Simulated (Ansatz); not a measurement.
Relaxed-ion elastic tensor of BeO (wurtzite, P6_3mc) in GPa (Voigt order), LDA in the plane-wave PAW code Ansatz; density 3.12 g/cm³, 6.66 Å³ per atom.

```
 464   134  95.8   0.0   0.0   0.0
 134   464  95.8   0.0   0.0   0.0
95.8  95.8   506   0.0   0.0   0.0
 0.0   0.0   0.0   145   0.0   0.0
 0.0   0.0   0.0   0.0   145   0.0
 0.0   0.0   0.0   0.0   0.0   165
```

### Question
Is the crystal mechanically stable?

### Answer
Yes: the smallest eigenvalue of C is 145 GPa.

### Question
Work out the Voigt, Reuss and Hill averages.

### Answer
K_V = 232, K_R = 232, K_H = 232; G_V = 165, G_R = 162, G_H = 163 GPa.

### Question
Give Young's modulus, Poisson's ratio, Pugh's ratio and the universal anisotropy index.

### Answer
E = 9KG/(3K + G) = 397 GPa; ν = 0.21; K/G = 1.42 (brittle by the Pugh limit of 1.75); A_U = 5G_V/G_R + K_V/K_R − 6 = 0.08.

### Question
Estimate the sound speeds and the Debye temperature.

### Answer
v_l = √((K + 4G/3)/ρ) = 12000 m/s, v_t = √(G/ρ) = 7230 m/s, mean 8000 m/s; Θ = (h/k)(3n/4πV)^(1/3) v_m = 1270 K.

### Question
Solve the Christoffel equation for the three sound speeds along x, y, z.

### Answer
Eigenvalues of C_ijkl n_j n_l equal ρv² (piezoelectric stiffening left out). In km/s, slowest first: x 6.81, 7.26, 12.19; y 6.81, 7.26, 12.19; z 6.81, 6.81, 12.74.

### Question
How much does each axis shrink under pressure?

### Answer
Linear compressibilities β_i = Σ_j S_ij (j = 1 to 3): x 1.4, y 1.4, z 1.4 per TPa.

The cell was relaxed with LDA under the symmetry of its start; phonons on a q-mesh show no instability.

Potentials: the later of the program's two PAW sets.
